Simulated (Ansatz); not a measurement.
A single-point calculation of AlN in the rocksalt structure with Ansatz, at the level r2SCAN. The cell was relaxed with r2SCAN and then strained (epitaxial +1.0 % in the plane normal to [111], free normal strain -0.13 %), with the atoms relaxed again with r2SCAN; k points keep the names of the unstrained zone.

```yaml
crystal:
  lattice:
    - [-0.0152594184, 2.0237977183, 2.0237977183]
    - [2.0237977183, -0.0152594184, 2.0237977183]
    - [2.0237977183, 2.0237977183, -0.0152594184]
  atoms:
    - { symbol: Al, position: [0.0, 0.0, 0.0] }
    - { symbol: "N", position: [0.5, 0.5, 0.5] }
kpoints:
  mp_grid: { grid: [10, 10, 10] }
  band_path:
    path:
      - [0.0, 0.0, 0.0]
      - [0.5, 0.0, 0.5]
      - [0.625, 0.25, 0.625]
      - [0.375, 0.375, 0.75]
      - [0.5, 0.5, 0.5]
      - [0.5, 0.25, 0.75]
      - [0.0, 0.5, 0.5]
    npoints: 1
hamiltonian:
  xc: r2scan
scf:
  occupations: { method: fixed }
  n_extra_bands: 4
output:
  forces: true
  stress: true
  eigenvalues: true
  write_density: true
  write_potential: true
  elf: true
  volumetric_format: npy
```

In the abridged output below, numbers in square brackets stand for lines, or ends of lines, that were taken out.
```
Functional definition: r2SCAN
  parameter k0 = 0.174
  parameter k1 = 0.065
  parameter a1 = 4.9479
  exchange = r2scan_x(k0 = k0, k1 = k1, a1 = a1)
  correlation = r2scan_c
Crystal: 2 atoms, lattice volume = 16.765 Å³
Basis set: ecut = 500 eV, 411 PW (Γ)
Bands: 8, of which v1, the nominal top of the filled ones, is band 4 counted from 1 (3 counted from 0)
Symmetry: 12 space group operations
Space group: R-3m (ITA 166)
k-points: 116 of 1000
SCF converged after 6 iterations
Free energy (F): -928.140876 eV
[1]
--- Stress (GPa, compression-positive) ---
[2]
--- Band table (eV; the first three rows and the last of 116) ---
[3]
```

The rows of the band table are 0: (0, 0, 0) = Γ, 1: (0, 0, 0.100), 2: (0, 0, 0.200), 115: (-1/2, -1/2, -1/2) = L.

**Question.** Fill in the blanks. They hold the Fermi energy and the band table, the stress.

**Answer.**
```
[1]
Fermi energy:    10.939453 eV
[2]
       -4.931673       2.453720       2.453720
        2.453720      -4.931673       2.453720
        2.453720       2.453720      -4.931673
  P = ⅓ Tr σ = -4.9317 GPa (-49.317 kbar)
[3]
  k-point 0: bands = [-7.4243, 10.7830, 10.7830, 10.9395, 17.0823, 23.5898, 23.5898, 23.9492]
  k-point 1: bands = [-7.2204, 9.7660, 10.6601, 10.7965, 17.7381, 22.8262, 23.9158, 24.2175]
  k-point 2: bands = [-6.6294, 7.5866, 10.3609, 10.4856, 18.4562, 22.4129, 24.2147, 24.3939]
  k-point 115: bands = [-4.1935, 2.5769, 9.6374, 9.6374, 17.4922, 22.4620, 22.4620, 25.3388]
```
Only the leading digits can be foreseen; the rest is this run's record.

Run as `ansatz run input.yaml --threads 2 --pin off --max-ram 29491MiB --backend cpu --events-out ev --progress --plain --runs-dir out`. It took 1.6 s on 2 threads of AMD EPYC 7R13 Processor (Zen 3), with other jobs on the host, load about 0.7 per core; peak host memory 0.49 GiB.

Spin-unpolarised throughout. Whether this structure exists isn't addressed.
